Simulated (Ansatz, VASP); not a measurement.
# Two plane-wave programs on Fe

```
CELL_PARAMETERS angstrom
-1.44300 1.44300 1.44300
1.44300 -1.44300 1.44300
1.44300 1.44300 -1.44300
ATOMIC_POSITIONS crystal
Fe 0.00000 0.00000 0.00000
```

Alike in both runs: task band structure; functional LDA; k mesh 13 × 13 × 13; occupations fermi-dirac, width 0.05 eV; collinear spin, ferromagnetic start.

```csv
,VASP,Ansatz
version,VASP 6.6.1,Ansatz 0.2.0
potentials or method,"VASP PAW LDA potentials, release 64 (Fe)",Ansatz PAW
plane-wave cutoff (eV),520,420
valence electrons in the cell,8,16
```

```csv
,VASP,Ansatz,Ansatz less VASP
gap on the k mesh at the Fermi level (eV),none,none,-
pressure (GPa),-26.9,-25.9,+0.94
net moment per atom (μB),2.16,2.20,+0.041
size of the moment on the site where the two differ most (μB),2.15,2.23,+0.082
```

Site moments also hang on the region over which each program counts them. A gap of «none» marks a metal or a gap that the smearing closes. The two sets of potentials don't hold the same shells in valence.

Caveats: so large a pressure means that the cell lies far from this level's equilibrium, or that cutoff or potentials fall short; the PAW data sets come from PBE, with cores solved anew for the run's functional, which leaves a small shift of forces and pressure (Ansatz).
